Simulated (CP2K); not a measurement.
# AlN under changes of volume

One of the cells (10.417 Å³/atom); the others are scaled copies at fixed shape and fractional positions:

```xyz
2
Lattice="3.0886 0.0000 0.0000 1.5443 2.6748 0.0000 1.5443 0.8916 2.5219" Properties=species:S:1:pos:R:3 pbc="T T T"
Al    0.0000    0.0000    0.0000
N     1.5443    0.8916    0.6305
```

Measurements of this composition are mostly on another form, of space group No. 186.

| Quantity | Value |
| --- | --- |
| Program | CP2K 2026.2 |
| Functional | PBEsol |
| Potentials or basis | POTENTIAL_UZH Al GTH-PBE-q3, N GTH-PBE-q5; TZVP-MOLOPT-PBE-GTH basis |
| Density cutoff | 6123 eV |
| k mesh | 10 × 10 × 10 |
| Occupations | fermi-dirac, width 0.05 eV |
| Spin | no spin polarisation |

| volume (Å³/atom) | energy over the lowest point (meV/atom) | pressure (GPa) | gap on the mesh (eV) |
| --- | --- | --- | --- |
| 9.792 | 41.82 | 17.7 | 3.19 |
| 10.001 | 22.24 | 12.5 | 3.18 |
| 10.209 | 9.12 | 7.8 | 3.18 |
| 10.417 | ? | ? | ? |
| 10.626 | 0.00 | -0.5 | 3.16 |
| 10.834 | 2.97 | -4.0 | 3.15 |
| 11.042 | 10.60 | -7.3 | 3.14 |

Q: What does the run at 10.417 Å³/atom give?

A: Energy over the lowest point 1.89 meV/atom; pressure 3.4 GPa; gap on the mesh 3.17 eV.

Worked out: A Birch-Murnaghan fit of order 3 (a polynomial in V^(-2/3)) to the other rows has its minimum at 10.60 Å³/atom with B0 = V·E''(V) = 195 GPa and B' = 3.3. It gives 1.86 meV/atom at 10.417 Å³/atom, against the run's 1.89, and -dE/dV = 3.5 GPa, against 3.4. A straight line through the other rows of the gap, of slope -0.41 eV per unit of ln V, gives 3.17 eV, against the run's 3.17.

Energies are extrapolated to zero smearing.

Caveats: the potentials were made for another functional, which shifts forces and pressure; the basis of atomic orbitals isn't converged, which shifts pressures, moduli and gaps.

A mesh can miss the band edges.
